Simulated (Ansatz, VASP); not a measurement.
## One calculation of In, two programs

```
In
1.0
     5.19553    0.00000    0.00000
    -2.59776    4.49946    0.00000
     0.00000    0.00000    3.20414
In
3
Direct
  0.00000 0.00000 0.00000
  0.33333 0.66667 0.50000
  0.66667 0.33333 0.50000
```

Alike in both runs: functional LDA; k mesh 7 × 7 × 10; occupations fermi-dirac, width 0.1 eV; no spin polarisation.

Ansatz relaxed the structure, and its values are those at the end. VASP's run is a single point on that final structure, the one shown.

|  | VASP | Ansatz |
| --- | --- | --- |
| version | VASP 6.6.1 | Ansatz 0.2.0 |
| potentials or method | VASP PAW LDA potentials, release 64 (In_d) | plane waves (420 eV) with PAW, scalar-relativistic |
| plane-wave cutoff (eV) | 520 | 420 |
| valence electrons in the cell | 39 | 39 |

|  | VASP | Ansatz | Ansatz less VASP |
| --- | --- | --- | --- |
| pressure (GPa) | 0.0 | 0.0 | -0.04 |

Ansatz warned: «pseudo_functional_mismatch».
